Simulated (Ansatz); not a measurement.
# Bi: do energies and stresses tell the same story?

Level of theory: DFT PBE, scalar-relativistic, plane waves, PAW (Ansatz 0.2.0).

Plane waves to 420 eV, a k mesh through Γ of 12×12×12 on the computed 2-atom cell and Gaussian smearing (0.10 eV); no spin polarisation.

Relaxed cell: R-3m, a = 4.582 Å, b = 4.582 Å, c = 12.169 Å, α = 90.00°, β = 90.00°, γ = 120.00°, 2 atoms in the primitive cell.

Energies at zero smearing and pressures from the stress tensor, at volumes with shape and atoms relaxed:
```tsv
V (Å³/atom)	E − E(first) (meV/atom)	P (GPa)
34.660	0.00	2.10
35.766	-10.25	0.94
36.872	-13.36	0.01
37.979	-10.98	-0.68
39.085	-4.57	-1.18
```

Q: Check P = −dE/dV between neighbouring volumes, and get the bulk modulus from the pressures alone.

A: With 1 eV/Å³ = 160.2 GPa:
| middle V (Å³/atom) | −ΔE/ΔV (GPa) | mean P (GPa) |
| --- | --- | --- |
| 35.213 | 1.484 | 1.521 |
| 36.319 | 0.451 | 0.475 |
| 37.426 | -0.346 | -0.339 |
| 38.532 | -0.929 | -0.934 |

The two differ by 0.04 GPa at most. The mean of two end pressures misses the average over a step by about ΔV² P″/12, up to 0.02 GPa here; with that taken off 0.02 GPa remains. Around V = 36.872 Å³/atom, the two neighbours give B = −V ΔP/ΔV = 36.872 × 1.63 / 2.212 = 27.1 GPa, against B0 = 26.0 GPa from the Birch–Murnaghan fit of the energies.

Spin–orbit coupling is left out, which can shift energies with elements as heavy as these.